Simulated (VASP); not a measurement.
C:

```
C
1.0
     2.47000    0.00000    0.00000
    -1.23500    2.13908    0.00000
     0.00000    0.00000    6.79000
C
4
Direct
  0.00000 0.00000 0.00000
  0.00000 0.00000 0.50000
  0.33333 0.66667 0.00500
  0.66667 0.33333 0.50500
```

This is a stacking variant of graphite.

* Program: VASP 6.6.1
* Task: relaxation of cell and atoms
* Functional: PBE
* Dispersion: D3(BJ)
* Potentials or basis: VASP PAW PBE potentials, release 64 (C)
* Cutoff: 600 eV
* k mesh: 21 × 21 × 6
* Occupations: gaussian, width 0.1 eV
* Spin: no spin polarisation

At the start: pressure -1.9 GPa; volume 8.97 Å³/atom.

Problem. Where does the relaxation end?

Solution. Over 15 steps the energy falls by 5.3 meV/atom and the volume is 8.78 Å³/atom (-2.1 %); space group P6_3/mmc (No. 194, to 0.05 Å).

Step by step:
| step | energy change (eV) | largest force (eV/Å) | pressure (GPa) | volume (Å³) |
| --- | --- | --- | --- | --- |
| 1 | 0.0000 | 0.5671 | -1.87 | 35.88 |
| 2 | -0.0068 | 0.3459 | 3.99 | 35.33 |
| 3 | -0.0193 | 0.0612 | 1.37 | 35.57 |
| 4 | -0.0167 | 0.1154 | -2.92 | 35.88 |
| 5 | -0.0205 | 0.0021 | -0.20 | 35.68 |
| 6 | -0.0206 | 0.0029 | -0.15 | 35.64 |
| 7 | -0.0209 | 0.0046 | -0.16 | 35.52 |
| 8 | -0.0213 | 0.0082 | -0.04 | 35.28 |
| 9 | -0.0210 | 0.0151 | 0.25 | 34.79 |
| 10 | -0.0214 | 0.0107 | 0.12 | 35.10 |
| 11 | -0.0214 | 0.0099 | 0.05 | 35.16 |
| 12 | -0.0214 | 0.0101 | 0.06 | 35.14 |
| 13 | -0.0214 | 0.0103 | 0.07 | 35.13 |
| 14 | -0.0211 | 0.0365 | -0.60 | 35.15 |
| 15 | -0.0214 | 0.0034 | -0.04 | 35.13 |

Final structure:
```cif
data_structure
_symmetry_space_group_name_H-M 'P 1'
_symmetry_Int_Tables_number 1
_cell_length_a 2.4653
_cell_length_b 2.4653
_cell_length_c 6.6743
_cell_angle_alpha 90.000
_cell_angle_beta 90.000
_cell_angle_gamma 120.000
_cell_volume 35.13
loop_
_atom_site_label
_atom_site_type_symbol
_atom_site_fract_x
_atom_site_fract_y
_atom_site_fract_z
_atom_site_occupancy
C1 C 0.00000 0.00000 0.00251 1
C2 C 0.00000 0.00000 0.50251 1
C3 C 0.33333 0.66667 0.00249 1
C4 C 0.66667 0.33333 0.50249 1
```
